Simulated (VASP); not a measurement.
Input and output of a VASP r²SCAN single-point calculation on AgCl (strained CsCl)

INCAR

```
ENCUT = 520
SIGMA = 0.01
PREC = Accurate
LCHARG = .FALSE.
METAGGA = R2SCAN
NELM = 120
ISMEAR = 0
LWAVE = .FALSE.
ISIF = 2
IBRION = -1
ALGO = Normal
LASPH = .TRUE.
EDIFF = 1E-7
LREAL = .FALSE.
NBANDS = 16
NSW = 0
```

KPOINTS

```
KPOINTS created by Atomic Simulation Environment
0
Gamma
8 8 8
0 0 0
```

KPOINTS_OPT

```
special points
5
Reciprocal
0.0000000000 0.0000000000 0.0000000000 1
0.0000000000 0.5000000000 0.0000000000 1
0.5000000000 0.5000000000 0.0000000000 1
0.5000000000 0.5000000000 0.5000000000 1
0.0000000000 0.0000000000 0.5000000000 1
```

POSCAR

```
Ag Cl
 1.0000000000000000
     3.3995495613000002    0.0039615194000000    0.0039615194000000
     0.0039615194000000    3.3995495613000002    0.0039615194000000
     0.0039615194000000    0.0039615194000000    3.3995495613000002
 Ag  Cl
   1   1
Cartesian
  0.0000000000000000  0.0000000000000000  0.0000000000000000
  1.7037363000499994  1.7037363000499997  1.7037363000499999
```

VASP ran with the recommended PBE PAW datasets (18 valence electrons in the cell).

Command

```
mpirun -np 1 vasp_std
```

OSZICAR

```
N       E                     dE             d eps       ncg     rms          rms(c)
DAV:   1     0.752343887841E+02    0.75234E+02   -0.88196E+03  2080   0.105E+03
DAV:   2    -0.298398150927E+02   -0.10507E+03   -0.96557E+02  2632   0.231E+02
DAV:   3    -0.334167904586E+02   -0.35770E+01   -0.35679E+01  2504   0.449E+01
DAV:   4    -0.334404367386E+02   -0.23646E-01   -0.23645E-01  2704   0.394E+00
DAV:   5    -0.334407639899E+02   -0.32725E-03   -0.32725E-03  2536   0.461E-01    0.632E+00
DAV:   6    -0.284783112876E+02    0.49625E+01   -0.35659E+00  2088   0.220E+01    0.582E+00
DAV:   7    -0.284130464071E+02    0.65265E-01   -0.22224E-01  2216   0.441E+00    0.370E+00
DAV:   8    -0.283992933220E+02    0.13753E-01   -0.10040E-01  2432   0.352E+00    0.764E-01
DAV:   9    -0.284004717166E+02   -0.11784E-02   -0.46629E-03  2544   0.790E-01    0.292E-01
DAV:  10    -0.284001731813E+02    0.29854E-03   -0.95158E-04  2584   0.324E-01    0.121E-01
DAV:  11    -0.284001900947E+02   -0.16913E-04   -0.70667E-04  2408   0.223E-01    0.742E-02
DAV:  12    -0.284001546579E+02    0.35437E-04   -0.15537E-04  2184   0.144E-01    0.124E-02
DAV:  13    -0.284001566309E+02   -0.19731E-05   -0.37322E-06  2624   0.170E-02    0.709E-03
DAV:  14    -0.284001558463E+02    0.78461E-06   -0.81131E-07  2512   0.108E-02    0.197E-03
DAV:  15    -0.284001556432E+02    0.20317E-06   -0.86727E-08  1472   0.262E-03    0.635E-04
DAV:  16    -0.284001556602E+02   -0.17041E-07   -0.14808E-08  1224   0.152E-03
   1 F= -.28400156E+02 E0= -.28400156E+02  d E =-.273740E-95
       N       E                     dE             ncg
DAV:   1     0.202243669668E+04   -0.19403E+04      160
DAV:   2     0.147513310924E+04   -0.54730E+03      208
DAV:   3     0.145837066148E+04   -0.16762E+02      192
DAV:   4     0.145827845811E+04   -0.92203E-01      200
DAV:   5     0.145827708445E+04   -0.13737E-02      216
DAV:   6     0.145827705549E+04   -0.28958E-04      216
DAV:   7     0.145827705477E+04   -0.71831E-06      200
DAV:   8     0.145827705476E+04   -0.16581E-07      176
```

From OUTCAR

```
k-points           NKPTS =     65   k-points in BZ     NKDIM =     65   number of bands    NBANDS=     16

   NELECT =      18.0000    total number of electrons

   dimension x,y,z NGX =    28 NGY =   28 NGZ =   28
   dimension x,y,z NGXF=    56 NGYF=   56 NGZF=   56

  energy-cutoff  :      520.00
  volume of cell :       39.29
      direct lattice vectors                 reciprocal lattice vectors
     3.399549561  0.003961519  0.003961519     0.294157415 -0.000342385 -0.000342385
     0.003961519  3.399549561  0.003961519    -0.000342385  0.294157415 -0.000342385
     0.003961519  0.003961519  3.399549561    -0.000342385 -0.000342385  0.294157415

 k-points in reciprocal lattice and weights: KPOINTS created by Atomic Simulation Env
   0.00000000  0.00000000  0.00000000       0.002
   0.12500000  0.00000000  0.00000000       0.012
   0.25000000  0.00000000  0.00000000       0.012
   0.37500000  0.00000000  0.00000000       0.012
   0.50000000  0.00000000  0.00000000       0.006
   0.12500000  0.12500000  0.00000000       0.012
   0.25000000  0.12500000  0.00000000       0.023
   0.37500000  0.12500000  0.00000000       0.023
   ...

 E-fermi :   4.1178

 k-point     1 :       0.0000    0.0000    0.0000
  band No.  band energies     occupation
      1     -11.4077      2.00000
      2       1.1498      2.00000
      3       1.1498      2.00000
      4       2.1317      2.00000
      5       2.1317      2.00000
      6       2.1349      2.00000
      7       2.2991      2.00000
      8       2.2991      2.00000
      9       2.3148      2.00000
     10       5.1492      0.00000
     11      13.9377      0.00000
     12      13.9377      0.00000
     13      18.8046      0.00000
     14      18.8587      0.00000
     15      18.8587      0.00000
     16      21.1541      0.00000

 k-point     2 :       0.1250    0.0000    0.0000
  band No.  band energies     occupation
      1     -11.3408      2.00000
      2       0.9011      2.00000
      3       1.1714      2.00000
      4       1.6881      2.00000
      5       1.6992      2.00000
      6       1.9500      2.00000
      7       2.1407      2.00000
      8       2.8028      2.00000
      9       2.8031      2.00000
     10       5.8459      0.00000
     11      13.9329      0.00000
     12      14.0249      0.00000
     13      17.7472      0.00000
     14      17.7600      0.00000
     15      18.3609      0.00000
     16      21.0904      0.00000

 k-point     3 :       0.2500    0.0000    0.0000
  band No.  band energies     occupation
      1     -11.1708      2.00000
      2      -0.0803      2.00000
      3       1.2241      2.00000
      4       1.2814      2.00000
      5       1.2965      2.00000
      6       2.0466      2.00000
      7       2.1600      2.00000
      8       3.3593      2.00000
      9       3.3666      2.00000
     10       7.0623      0.00000
     11      13.3728      0.00000
     12      13.9201      0.00000
     13      16.1969      0.00000
     14      16.2001      0.00000
     15      18.6818      0.00000
     16      20.9368      0.00000

 k-point     4 :       0.3750    0.0000    0.0000
  band No.  band energies     occupation
      1     -10.9874      2.00000
      2      -0.9657      2.00000
      3       1.0194      2.00000
      4       1.0376      2.00000
      5       1.2787      2.00000
      6       2.1793      2.00000
      7       2.3583      2.00000
      8       3.7902      2.00000
      9       3.8036      2.00000
     10       8.3620      0.00000
     11      11.7011      0.00000
     12      13.9050      0.00000
     13      15.0686      0.00000
     14      15.0789      0.00000
     15      20.7858      0.00000
     16      20.8213      0.00000

 k-point     5 :       0.5000    0.0000    0.0000
  band No.  band energies     occupation
      1     -10.9069      2.00000
      2      -1.3000      2.00000
      3       0.9295      2.00000
      4       0.9485      2.00000
      5       1.3013      2.00000
      6       2.1874      2.00000
      7       2.5042      2.00000
      8       3.9571      2.00000
      9       3.9730      2.00000
     10       9.5992      0.00000
     11      10.2138      0.00000
     12      13.8979      0.00000
     13      14.6587      0.00000
     14      14.6711      0.00000
     15      20.7004      0.00000
     16      20.7241      0.00000

 k-point     6 :       0.1250    0.1250    0.0000
  band No.  band energies     occupation
      1     -11.2767      2.00000
      2       0.8539      2.00000
      3       0.9823      2.00000
      4       1.4202      2.00000
      5       1.5754      2.00000
      6       2.0880      2.00000
      7       2.3117      2.00000
      8       2.4856      2.00000
      9       3.0243      2.00000
     10       6.4610      0.00000
     11      13.9588      0.00000
     12      14.1631      0.00000
     13      16.3252      0.00000
     14      17.3146      0.00000
     15      18.9517      0.00000
     16      20.3451      0.00000

 k-point     7 :       0.2500    0.1250    0.0000
  band No.  band energies     occupation
      1     -11.1140      2.00000
      2      -0.0159      2.00000
      3       0.9713      2.00000
      4       1.3149      2.00000
      5       1.3956      2.00000
      6       2.0869      2.00000
      7       2.1566      2.00000
      8       2.9145      2.00000
      9       3.4141      2.00000
     10       7.5485      0.00000
     11      13.1996      0.00000
     12      14.1745      0.00000
     13      15.5281      0.00000
     14      16.2596      0.00000
     15      19.1627      0.00000
     16      20.1006      0.00000

 k-point     8 :       0.3750    0.1250    0.0000
  band No.  band energies     occupation
      1     -10.9389      2.00000
      2      -0.8306      2.00000
      3       0.9002      2.00000
      4       1.1069      2.00000
      5       1.3598      2.00000
      6       2.1178      2.00000
      7       2.3607      2.00000
      8       3.3146      2.00000
      9       3.7340      2.00000
     10       8.6549      0.00000
     11      11.5241      0.00000
     12      14.2502      0.00000
     13      14.9869      0.00000
     14      15.3408      0.00000
     15      20.1585      0.00000
     16      20.8581      0.00000

 k-point     9 :       0.5000    0.1250    0.0000
  band No.  band energies     occupation
      1     -10.8620      2.00000
      2      -1.1459      2.00000
      3       0.8503      2.00000
      4       1.0296      2.00000
      5       1.3606      2.00000
      6       2.1327      2.00000
      7       2.4902      2.00000
      8       3.4759      2.00000
      9       3.8600      2.00000
     10       9.6779      0.00000
     11      10.2217      0.00000
     12      14.3541      0.00000
     13      14.6093      0.00000
     14      14.9918      0.00000
     15      20.1943      0.00000
     16      21.3336      0.00000

 k-point    10 :      -0.3750    0.1250    0.0000
  band No.  band energies     occupation
      1     -10.9383      2.00000
      2      -0.8342      2.00000
      3       0.8955      2.00000
      4       1.1038      2.00000
      5       1.3632      2.00000
      6       2.1173      2.00000
      7       2.3629      2.00000
      8       3.3124      2.00000
      9       3.7402      2.00000
     10       8.6665      0.00000
     11      11.5300      0.00000
     12      14.2326      0.00000
     13      14.9958      0.00000
     14      15.3345      0.00000
     15      20.1486      0.00000
     16      20.8615      0.00000

 k-point    11 :      -0.2500    0.1250    0.0000
  band No.  band energies     occupation
      1     -11.1132      2.00000
      2      -0.0227      2.00000
      3       0.9646      2.00000
      4       1.3096      2.00000
      5       1.3994      2.00000
      6       2.0873      2.00000
      7       2.1605      2.00000
      8       2.9128      2.00000
      9       3.4235      2.00000
     10       7.5611      0.00000
     11      13.2079      0.00000
     12      14.1610      0.00000
     13      15.5422      0.00000
     14      16.2496      0.00000
     15      19.1639      0.00000
     16      20.0878      0.00000

 k-point    12 :      -0.1250    0.1250    0.0000
  band No.  band energies     occupation
      1     -11.2762      2.00000
      2       0.8444      2.00000
      3       0.9804      2.00000
      4       1.4233      2.00000
      5       1.5673      2.00000
      6       2.0900      2.00000
      7       2.3218      2.00000
      8       2.4789      2.00000
      9       3.0323      2.00000
     10       6.4696      0.00000
     11      13.9567      0.00000
     12      14.1527      0.00000
     13      16.3669      0.00000
     14      17.3051      0.00000
     15      18.9372      0.00000
     16      20.3360      0.00000

 ...

  Total       -0.0790316     -0.0790316     -0.0790316      0.0061123      0.0061123      0.0061123
  in kB       -3.2229153     -3.2229153     -3.2229153      0.2492585      0.2492585      0.2492585
  external PRESSURE =      -3.2229153 kB  Pullay stress =       0.0000000 kB

 POSITION                                       TOTAL-FORCE (eV/Angst)
 -----------------------------------------------------------------------------------
      0.00000      0.00000      0.00000         0.000000      0.000000      0.000000
      1.70374      1.70374      1.70374        -0.000000     -0.000000      0.000000
 -----------------------------------------------------------------------------------
    total drift:                               -0.000000      0.000000      0.000000

  FREE ENERGIE OF THE ION-ELECTRON SYSTEM (eV)
  ---------------------------------------------------
  free  energy   TOTEN  =       -28.4001556602 eV

  energy  without entropy=      -28.4001556602  energy(sigma->0) =      -28.40015566
```

```
gap between bands v and c : 1.18 eV
least direct gap          : 2.83 eV
pressure                  : -0.3 GPa
```

Band v is the last that the valence electrons fill when counted band by band, and c is the next.

The run took about 2.1 min on one core of a shared host (Intel Xeon Platinum 8488C) and held 0.21 GiB at most.
